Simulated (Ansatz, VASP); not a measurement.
CuAu in VASP and in Ansatz

```
Cu Au
1.0
     2.81075    0.00000    0.00000
     0.00000    2.81075    0.00000
     0.00000    0.00000    3.68500
Cu Au
1 1
Direct
  0.50000 0.50000 0.50000
  0.00000 0.00000 0.00000
```

Alike in both runs: task single point; functional LDA; k mesh 6 × 6 × 6; occupations gaussian, width 0.1 eV; no spin polarisation.

```csv
,VASP,Ansatz
version,VASP 6.6.1,Ansatz 0.2.0
potentials or method,"VASP PAW LDA potentials, release 64 (Cu, Au)","scalar-relativistic, plane waves, PAW"
plane-wave cutoff (eV),520,420
valence electrons in the cell,22,38
```

Ansatz gave:

* gap on the k mesh at the Fermi level (eV): none
* pressure (GPa): -8.4
* largest component of the traceless stress (GPa): 2.03

Q: Which values does VASP return?

A: gap on the k mesh at the Fermi level (eV): none; pressure (GPa): -7.9; largest component of the traceless stress (GPa): 1.94.

A gap of «none» marks a metal or a gap that the smearing closes. The two sets of potentials don't hold the same shells in valence.

Caveats: the k mesh is coarse (spacing up to 0.37 Å⁻¹), so the values aren't converged. Spin-orbit coupling is left out, which matters for the levels of Au.
